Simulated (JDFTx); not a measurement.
Write the native input for JDFTx 1.7.0 (patched build) that does the following.

```
Task                                    : band structure
Functional                              : r2SCAN
Potentials or basis                     : SG15-PBE-1.2
Cutoff                                  : 1088 eV
Density cutoff                          : 8708 eV
k mesh                                  : 8 × 8 × 8
Occupations                             : fermi-dirac, width 0.05 eV
Spin                                    : no spin polarisation
Band ratio of the Davidson solver       : 1.3
Bands                                   : 9
Density cutoff over wavefunction cutoff : 8
Max SCF steps                           : 30
SCF threshold on the energy             : 1e-06 Ha
Solver of the electrons                 : minimize
Further solve for the empty bands       : no
Start                                   : density of an earlier self-consistent run, held fixed
Path                                    : G-X-W-K-G-L-U-W-L-K-U-X
```

The system is Si.

```
Si
1.0
     0.00000    2.72185    2.72185
     2.72185    0.00000    2.72185
     2.72185    2.72185    0.00000
Si
2
Direct
  0.50000 0.50000 0.50000
  0.75000 0.75000 0.75000
```

The input as run:

bands.in

```
include Si.lattice
coords-type Lattice
include Si.ionpos

ion-species pseudo/Si.upf
elec-cutoff 40 320
elec-ex-corr mgga-x-r2scan mgga-c-r2scan
elec-smearing Fermi 0.0018374661
elec-n-bands 9
electronic-minimize nIterations 30 energyDiffThreshold 1e-06
davidson-band-ratio 1.3
forces-output-coords Cartesian
include path.kpoints
symmetries none
fix-electron-density run.$VAR

dump-name bands.$VAR
dump End Ecomponents EigStats BandEigs Kpoints Forces
```

Si.lattice

```
lattice \
    0.0000000000     5.1435532945     5.1435532945 \
    5.1435532945     0.0000000000     5.1435532945 \
    5.1435532945     5.1435532945     0.0000000000
```

Si.ionpos

```
ion Si     0.5000000000     0.5000000000     0.5000000000 1
ion Si     0.7500000000     0.7500000000     0.7500000000 1
```

path.kpoints

```
kpoint +0.0000000000 +0.0000000000 +0.0000000000 0.020000000000
kpoint +0.0714285714 +0.0000000000 +0.0714285714 0.020000000000
kpoint +0.1428571429 +0.0000000000 +0.1428571429 0.020000000000
kpoint +0.2142857143 +0.0000000000 +0.2142857143 0.020000000000
kpoint +0.2857142857 +0.0000000000 +0.2857142857 0.020000000000
kpoint +0.3571428571 +0.0000000000 +0.3571428571 0.020000000000
kpoint +0.4285714286 +0.0000000000 +0.4285714286 0.020000000000
kpoint +0.5000000000 +0.0000000000 +0.5000000000 0.020000000000
kpoint +0.5000000000 +0.0833333333 +0.5833333333 0.020000000000
kpoint +0.5000000000 +0.1666666667 +0.6666666667 0.020000000000
kpoint +0.5000000000 +0.2500000000 +0.7500000000 0.020000000000
kpoint +0.4375000000 +0.3125000000 +0.7500000000 0.020000000000
kpoint +0.3750000000 +0.3750000000 +0.7500000000 0.020000000000
kpoint +0.3281250000 +0.3281250000 +0.6562500000 0.020000000000
kpoint +0.2812500000 +0.2812500000 +0.5625000000 0.020000000000
kpoint +0.2343750000 +0.2343750000 +0.4687500000 0.020000000000
kpoint +0.1875000000 +0.1875000000 +0.3750000000 0.020000000000
kpoint +0.1406250000 +0.1406250000 +0.2812500000 0.020000000000
kpoint +0.0937500000 +0.0937500000 +0.1875000000 0.020000000000
kpoint +0.0468750000 +0.0468750000 +0.0937500000 0.020000000000
kpoint +0.0000000000 +0.0000000000 +0.0000000000 0.020000000000
kpoint +0.0833333333 +0.0833333333 +0.0833333333 0.020000000000
kpoint +0.1666666667 +0.1666666667 +0.1666666667 0.020000000000
kpoint +0.2500000000 +0.2500000000 +0.2500000000 0.020000000000
kpoint +0.3333333333 +0.3333333333 +0.3333333333 0.020000000000
kpoint +0.4166666667 +0.4166666667 +0.4166666667 0.020000000000
kpoint +0.5000000000 +0.5000000000 +0.5000000000 0.020000000000
kpoint +0.5250000000 +0.4500000000 +0.5250000000 0.020000000000
kpoint +0.5500000000 +0.4000000000 +0.5500000000 0.020000000000
kpoint +0.5750000000 +0.3500000000 +0.5750000000 0.020000000000
kpoint +0.6000000000 +0.3000000000 +0.6000000000 0.020000000000
kpoint +0.6250000000 +0.2500000000 +0.6250000000 0.020000000000
kpoint +0.5625000000 +0.2500000000 +0.6875000000 0.020000000000
kpoint +0.5000000000 +0.2500000000 +0.7500000000 0.020000000000
kpoint +0.5000000000 +0.2916666667 +0.7083333333 0.020000000000
kpoint +0.5000000000 +0.3333333333 +0.6666666667 0.020000000000
kpoint +0.5000000000 +0.3750000000 +0.6250000000 0.020000000000
kpoint +0.5000000000 +0.4166666667 +0.5833333333 0.020000000000
kpoint +0.5000000000 +0.4583333333 +0.5416666667 0.020000000000
kpoint +0.5000000000 +0.5000000000 +0.5000000000 0.020000000000
kpoint +0.4791666667 +0.4791666667 +0.5416666667 0.020000000000
kpoint +0.4583333333 +0.4583333333 +0.5833333333 0.020000000000
kpoint +0.4375000000 +0.4375000000 +0.6250000000 0.020000000000
kpoint +0.4166666667 +0.4166666667 +0.6666666667 0.020000000000
kpoint +0.3958333333 +0.3958333333 +0.7083333333 0.020000000000
kpoint +0.3750000000 +0.3750000000 +0.7500000000 0.020000000000
kpoint +0.6250000000 +0.2500000000 +0.6250000000 0.020000000000
kpoint +0.5833333333 +0.1666666667 +0.5833333333 0.020000000000
kpoint +0.5416666667 +0.0833333333 +0.5416666667 0.020000000000
kpoint +0.5000000000 +0.0000000000 +0.5000000000 0.020000000000
```

Potentials or basis: SG15-PBE-1.2.

Run with:

```console
$ jdftx -c 1 -i bands.in -o bands.out
```

Results of the run:

The band gap along the path is 0.72 eV, indirect (least direct gap 2.72 eV).

Run time: 2.9 min on 1 thread of Arm Neoverse N1, on a shared host, peak memory 0.09 GiB.
